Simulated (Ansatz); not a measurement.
**La2O3 (P-62m): relaxations under a series of pressures, by script**

How does La2O3 (P-62m) give way under pressure? The task is relaxations under a series of pressures, for La2O3 (P-62m).

Computed with the Python package of Ansatz 0.2.0. Level of theory: DFT PBEsol+D3(BJ), plane waves, PAW.

## 1. Starting point

Symmetry: P-62m, No. 189, hexagonal system. Conventional cell: a = 6.267 Å, b = 6.267 Å, c = 3.300 Å, α = 90.00°, β = 90.00°, γ = 120.00°. La (site symmetry -6) is surrounded by 6 O at 2.45 Å. Around O (site symmetry m2m) lie 4 La at 2.45 Å.

la2o3.vasp, read by the script:

```text
La2O3
1.0
   6.26678028    0.00000000    0.00000000
  -3.13339014    5.42719092    0.00000000
   0.00000000    0.00000000    3.29976600
La O
2 3
Direct
   0.33333333    0.66666667    0.50000000
   0.66666667    0.33333333    0.50000000
   0.49198600    0.49198600    0.00000000
   0.00000000    0.50801400    0.00000000
   0.50801400    0.00000000    0.00000000
```

## 2. Script

Contents of compress_la2o3.py:

```python
"""Cell of La2O3 under pressure."""

import ansatz as az
from ase.io import read
import numpy as np

def edges_and_angles(cell):
    cell = np.asarray(cell)
    a, b, c = np.linalg.norm(cell, axis=1)
    cosines = cell[1] @ cell[2] / (b * c), cell[0] @ cell[2] / (a * c), cell[0] @ cell[1] / (a * b)
    return (a, b, c, *np.degrees(np.arccos(cosines)))

atoms = read("la2o3.vasp", format="vasp")
xtal = az.Crystal.from_ase(atoms)

base = (
    xtal.calculation()
    .scf(tolerance=1e-10)
    .occupations("fixed")
    .kpoints(3, 3, 6)
    .basis(470)
    .functional("pbesol", dispersion="d3bj")
)

# H = F + PV, with 1 GPa A^3 = 1/160.21766 eV
rows = []
for pressure in [0, 2, 4, 6, 8]:
    done = base.relax(cell=True, pressure=pressure, force_tolerance=0.03).run()
    cell = done.lattice.cell_ang
    n_atoms = len(done.lattice.sites)
    volume = abs(np.linalg.det(cell)) / n_atoms
    enthalpy = done.report["free_energy_ev"] / n_atoms + pressure * volume / 160.21766
    rows.append((pressure, volume, enthalpy, *edges_and_angles(cell)))
    print(f"{pressure} GPa done: {volume:.4f} A^3/atom")

print(" P (GPa)  V (A^3/atom)  H (eV/atom)     a       b       c")
for row in rows:
    print("{:8.1f} {:12.4f} {:14.5f} {:7.4f} {:7.4f} {:7.4f}".format(*row[:6]))
p, v = np.array([row[0] for row in rows], float), np.array([row[1] for row in rows])
print("mean bulk modulus between rows (GPa):", np.round(-np.diff(p) / np.diff(np.log(v)), 1))
```

## 3. The input behind the calls

The engine receives this input (first run):

```yaml
crystal:
  lattice:
    - [6.26678028, 0.0, 0.0]
    - [-3.13339014, 5.42719092, 0.0]
    - [0.0, 0.0, 3.299766]
  atoms:
    - { symbol: La, position: [0.33333333, 0.66666667, 0.5] }
    - { symbol: La, position: [0.66666667, 0.33333333, 0.5] }
    - { symbol: O, position: [0.491986, 0.491986, 0.0] }
    - { symbol: O, position: [2.855625699857266e-17, 0.508014, 0.0] }
    - { symbol: O, position: [0.508014, 0.0, 0.0] }
basis:
  ecutwfc: 470.0
kpoints:
  mp_grid:
    grid: [3, 3, 6]
hamiltonian:
  xc: pbesol
  dispersion: d3bj
scf:
  convergence:
    dr2_threshold: 1.0e-10
  occupations:
    method: fixed
relax:
  f_tol: 0.03
  cell:
    p_target: 0.0
```

## 4. Running it

On the command line:

```console
$ python compress_la2o3.py
```

**Question.** How far does the cell shrink over this series of pressures, and what bulk modulus does the first step imply?

The runs gave:

| quantity | value |
| --- | --- |
| bulk modulus between neighbouring pressures | 96.8 to 114 GPa |
| runs compared | 5 |
| range of energy | 37.92 meV/atom |

The crystal stiffens as it is compressed. The volume falls from 22.00 Å³ an atom at 0 GPa to 20.40 at 8 GPa, by 7.3 %. Between 0 and 2 GPa, -V dP/dV is about 97 GPa, a mean over that step. In run 1, over 3 moves the cell shrank by 2.0 % in volume, and within 0.02 Å the space group became P6/mmm. In run 5, over 4 moves the cell shrank by 9.1 % in volume under the 8 GPa asked, and the space group stayed P-62m. Notes:
- At a fixed pressure a relaxation lowers the enthalpy F + PV, while F alone can rise.
- The cell relaxed to the group P6/mmm; tensors and edges are in the axes of the typed cell.
- The structure comes from a database of computed cells and needn't be a stable or known phase.
- Symmetry holds the cell in this phase, so another phase that may be stable under pressure is not reached.
